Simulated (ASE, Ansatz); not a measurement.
# Generalised stacking fault on (111) (glide set) of a GaP-AlP solid solution (72 atoms): a single point, part 2 of 2

What does DFT give for generalised stacking fault on (111) (glide set) of a GaP-AlP solid solution (72 atoms) as built?

Ansatz 0.2.0; Kohn-Sham DFT, LDA, PAW (set soft_2), plane waves.

The cell: 18 Al, 36 P and 18 Ga. The host structure and its lattice constant were typed by rule, without a check against the phase diagram.

So far: The starting structure; Plane-wave single point.

### 2. Plane-wave single point (continued)

Electrostatic potential energy in the ca plane at fractional y = 0.000, with atoms of Ga and P and Al within 0.2 Å of it. With pseudopotentials it is smooth inside the atoms' cores, unlike the true potential.

Ten even steps from '0' (-55 eV) to '9' (10 eV), each cell a mean:
```
55568710027999999999999986555688401589999999
65679841148999999999999986565687100279999999
88899987689999999999999997555787300379999999
99999999999999999999999998767899744689999999
99999999999999998777899988889999988999999999
99999999999999997655689743589999999999999998
89999999999999996565678400169999999999999986
69999999999999997555678400059999999999999975
48999999999999998656788621379999999999999975
58999999888899998888899977799999999999999986
89999998766789876789999999999999999999999998
99999997677678620269999999999999998778999888
99999997688678500048999999999999986676898534
99999998677688610058999999999999976887786100
99999999877789864579999999999999986786786100
77789988888999998899999999999999987666897412
55679864478999999999999999888999998888999877
56568720038999999999999997666899866899999999
```
Columns run along c (16.0 Å, from fractional 0.00 to 0.84 of the cell; values clipped at the 3rd and 97th percentile), rows up along a (6.7 Å). Atoms in or near the plane, at fractional coordinates: Ga at (0.02, 0.00), P at (0.15, 0.97), Al at (0.19, 0.30), P at (0.31, 0.28), Ga at (0.35, 0.61), P at (0.48, 0.59), Ga at (0.52, 0.91), P at (0.64, 0.89), Al at (0.68, 0.22), P at (0.80, 0.20).

Forces differ by site in this geometry: P atoms with 3 neighbours bear 1.2 eV/Å on average, against 0.27 eV/Å for those with 4. Mean intrinsic-atomic-orbital charges: Al +0.37, Ga +0.00, P -0.18 e. Charges this small depend on the projection, at times even in sign.

### 3. Distances and neighbours

Bonds and neighbours are counted at the geometry of the runs.

Density 3.21 g/cm³, 20.53 Å³ an atom.

Pair distribution functions g(r), in bins of 0.2 Å:

```csv
r (Å),total,P-P,P-Al,P-Ga,Al-Al,Al-Ga,Ga-Ga
2.10,0.58,0.00,1.16,1.15,0.00,0.00,0.00
2.30,5.05,0.00,10.10,10.05,0.00,0.00,0.00
2.50,0.08,0.00,0.15,0.15,0.00,0.00,0.00
2.70,0.00,0.00,0.00,0.00,0.00,0.00,0.00
2.90,0.00,0.00,0.00,0.00,0.00,0.00,0.00
3.10,0.00,0.00,0.00,0.00,0.00,0.00,0.00
3.30,0.00,0.00,0.00,0.00,0.00,0.00,0.00
3.50,0.23,0.00,0.45,0.45,0.00,0.00,0.00
3.70,0.00,0.00,0.00,0.00,0.00,0.00,0.00
3.90,6.38,12.81,0.00,0.00,11.69,14.00,11.45
4.10,0.00,0.00,0.00,0.00,0.00,0.00,0.00
4.30,0.15,0.00,0.30,0.30,0.00,0.00,0.00
4.50,4.19,0.00,8.36,8.37,0.00,0.00,0.00
4.70,0.24,0.49,0.00,0.00,0.33,0.49,0.65
4.90,0.00,0.00,0.00,0.00,0.00,0.00,0.00
5.10,0.32,0.00,0.66,0.63,0.00,0.00,0.00
5.30,0.09,0.00,0.17,0.20,0.00,0.00,0.00
5.50,1.37,2.74,0.00,0.00,2.81,2.86,2.44
5.70,0.16,0.00,0.33,0.33,0.00,0.00,0.00
5.90,2.26,0.00,4.60,4.44,0.00,0.00,0.00
6.10,0.38,0.58,0.12,0.23,0.59,0.39,0.97
6.30,0.12,0.00,0.27,0.22,0.00,0.00,0.00
6.50,0.11,0.15,0.02,0.06,0.17,0.17,0.25
6.70,3.88,7.66,0.06,0.14,8.01,7.49,7.57
6.90,0.06,0.00,0.11,0.11,0.00,0.00,0.00
7.10,2.44,0.43,4.50,4.39,0.57,0.29,0.57
7.30,0.07,0.00,0.15,0.15,0.00,0.00,0.00
7.50,0.10,0.02,0.20,0.20,0.00,0.00,0.00
```

Bonds by pair of elements; cutoffs follow the first minimum of g(r), held within bounds set by covalent radii, and pairs that aren't listed don't count as bonded:

```csv
pair A-B,cutoff (Å),bonds,mean length (Å),spread (Å),shortest (Å),B about A,A about B
P-Al,2.77,69,2.35,0.059,2.15,1.92,3.83
P-Ga,2.77,69,2.35,0.058,2.16,1.92,3.83
```

How many atoms have how many bonded neighbours:

```csv
element,mean,3,4
Al,3.83,3,15
Ga,3.83,3,15
P,3.83,6,30
```

Bond angles, per cent of each kind in bins of 5°:

```csv
angle (°),Al-P-Ga,P-Ga-P,P-Al-P,Al-P-Al,Ga-P-Ga
105–110,74.8,75.8,77.8,79.5,76.7
110–115,14.4,15.2,13.1,15.9,14.0
115–120,7.2,6.1,6.1,2.3,7.0
120–125,0.0,0.0,0.0,0.0,0.0
125–130,3.6,3.0,3.0,2.3,2.3
```

Bond angles (no mean is given where the spread exceeds 20°):

```csv
angle,count,mean (°),spread (°)
Al-P-Ga,111,111,3.6
P-Ga-P,99,110,3.3
P-Al-P,99,110,3.4
Al-P-Al,44,110,2.9
Ga-P-Ga,43,110,3.2
```

Bond length by coordination (bonds to H left out):

```csv
element,coordination,atoms,mean bond length (Å)
Al,3,3,2.23
Al,4,15,2.36
Ga,3,3,2.23
Ga,4,15,2.36
P,3,6,2.23
P,4,30,2.36
```

Rings of the network by King's shortest-path rule, up to 12 atoms, one path for each pair of neighbours; H, halogens, alkali and alkaline-earth atoms are left out, and the last column divides by all other atoms, bonded or not:

```csv
ring size (atoms),rings,per network atom
6,114,1.58
8,8,0.111
```

For some of the pairs, g(r) has its first main peak near 3.86 Å (P-P), 2.36 Å (P-Al), 2.36 Å (P-Ga), 3.86 Å (Al-Al), 3.86 Å (Al-Ga) and 3.86 Å (Ga-Ga). With the cutoffs above, 83 % of Al atoms have 4, 83 % of Ga atoms have 4 and 83 % of P atoms have 4 bonded neighbours. The Al-P-Ga angle averages 111° with a spread of 4°. Rings of 6 atoms are the most common (93 % of those counted); sizes run from 6 to 8.

Local excerpt of 8 atoms (numbers count through the whole input) about P70, which bears the longest force; x, y, z are measured from there.

```csv
atom,x,y,z,distance (Å),bonds,intrinsic-atomic-orbital charge (e),Fx,Fy,Fz (eV/Å)
P70,0.00,0.00,0.00,0.00,3,-0.22,0.05,0.61,-1.37
Al15,0.01,-1.93,0.96,2.15,3,0.41,-0.01,-0.15,1.21
Ga37,0.01,1.94,0.96,2.17,3,0.05,0.00,-0.05,1.05
Ga69,0.01,0.01,-2.39,2.39,4,0.00,-0.12,-0.01,0.21
Al11,3.34,0.01,0.93,3.47,3,0.42,-0.03,-0.14,1.05
Al11,-3.34,0.01,0.93,3.47,3,0.42,-0.03,-0.14,1.05
P16,0.00,-1.93,3.31,3.83,4,-0.08,0.10,0.10,0.02
P54,-3.32,-1.94,-0.04,3.84,3,-0.35,0.07,0.16,-1.01
```

The column of bonds counts only the pairs P-Al within 2.77 Å, P-Ga within 2.77 Å; other neighbours, such as metal atoms beside each other in a compound, aren't counted, and periodic images can show an atom twice.

### 4. Summary of results

```yaml
free_energy_per_atom: -1418.3042 eV/atom
density: 3.209 g/cm³
pressure: -1 GPa
r_m_s_force_component: 0.3164 eV/Å
spacing_of_highest_filled_and_lowest_empty_level: 0.343 eV
wall_time_of_the_1_dft_run: 30 s
```

Filled and empty levels are parted by 0.343 eV on the run's k-points; the mesh holds the band edges only if they fold onto it, so the gap at this level can be narrower or closed, while local or semilocal functionals tend to narrow gaps against experiment. 2 levels are partly filled, by over 2 %, under the smearing. Forces differ by site in this geometry: P atoms with 3 neighbours bear 1.2 eV/Å on average, against 0.27 eV/Å for those with 4. With the cutoffs above, 83 % of Al atoms have 4, 83 % of Ga atoms have 4 and 83 % of P atoms have 4 bonded neighbours.

**Limits.** The geometry was built by rule, was displaced at random and isn't relaxed at this level: its force components are 0.32 eV/Å r.m.s. The stress is far from hydrostatic: its diagonal is -2.3, 1.9, -2.6 GPa, compression counted positive.

[Logs are printed without paths, hosts, clocks, repeated set-up lines and the standing remarks that a program may print on its own settings, such as how far it seeks lower states.]

[Hosts, paths, dates, database ids (printed as entryN), source tags and the programs' standing remarks are cut or masked in the printed files.]
